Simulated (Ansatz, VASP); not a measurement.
**Two plane-wave programs on SiC**

Contents of POSCAR:

```
SiC
1.0
    2.9368112306      0.0000000000      0.0000000000
   -1.4684056153      2.5433531319      0.0000000000
    0.0000000000      0.0000000000      5.0481668544
Si C
2 2
Direct
    0.3333333333      0.6666666667      0.0046028828
    0.6666666667      0.3333333333      0.5046028828
    0.3333333333      0.6666666667      0.3803971172
    0.6666666667      0.3333333333      0.8803971172
```

The input INCAR.step1:

```
ALGO = Normal
EDIFF = 1E-4
ENCUT = 520
GGA = PE
ISMEAR = 0
LASPH = T
LCHARG = F
LREAL = F
LWAVE = T
NBANDS = 16
NELM = 80
PREC = Accurate
SIGMA = 0.05
```

File INCAR.step2:

```
ALGO = Normal
EDIFF = 1E-6
ENCUT = 520
ISIF = 2
ISMEAR = 0
ISTART = 1
LASPH = T
LCHARG = F
LMIXTAU = T
LREAL = F
LWAVE = F
METAGGA = R2SCAN
NBANDS = 16
NELM = 80
PREC = Accurate
SIGMA = 0.05
```

KPOINTS

```
k-points
0
Gamma
  12 12 6
```

Input for Ansatz:

```yaml
crystal:
  lattice:
    - [2.9368112306, 0.0, 0.0]
    - [-1.4684056153, 2.5433531319, 0.0]
    - [0.0, 0.0, 5.0481668544]
  atoms:
    - { symbol: Si, position: [0.3333333333, 0.6666666667, 0.0046028828] }
    - { symbol: Si, position: [0.6666666667, 0.3333333333, 0.5046028828] }
    - { symbol: C, position: [0.3333333333, 0.6666666667, 0.3803971172] }
    - { symbol: C, position: [0.6666666667, 0.3333333333, 0.8803971172] }
basis:
  ecutwfc: 500
kpoints:
  mp_grid: { grid: [12, 12, 6] }
hamiltonian:
  xc: r2scan
scf:
  occupations: { method: gaussian, width: 0.05 }
output:
  forces: true
  stress: true
  eigenvalues: true
```

Change from the starting cell: strain -0.0450 x Voigt [1, 1, 0, 0, 0, 0], atoms carried along.

Alike in both runs: task single point; functional r2SCAN; k mesh 12 × 12 × 6; occupations gaussian, width 0.05 eV; no spin polarisation.

|  | VASP | Ansatz |
| --- | --- | --- |
| version | VASP 6.6.1 | Ansatz 0.2.0 |
| potentials or method | VASP PAW PBE potentials, release 64 (Si, C) | scalar-relativistic, plane waves, PAW |
| plane-wave cutoff (eV) | 520 | 500 |
| valence electrons in the cell | 16 | 16 |

|  | VASP | Ansatz | Ansatz less VASP |
| --- | --- | --- | --- |
| gap on the k mesh at the Fermi level (eV) | 2.30 | 2.30 | -0.006 |
| least direct gap on the mesh (eV) | 5.15 | 5.13 | -0.013 |
| pressure (GPa) | 25.8 | 26.1 | +0.28 |
| largest component of the traceless stress (GPa) | 22.37 | 22.29 | -0.089 |
| rms of the force components (eV/Å) | 0.345 | 0.348 | +0.0038 |

Atom by atom the forces differ by 0.004 eV/Å (rms over components).

Caveats: so large a pressure means that the cell lies far from this level's equilibrium, or that cutoff or potentials fall short (VASP); the potentials were made for another functional, which shifts forces and pressure (VASP). A k mesh can miss the band edges.
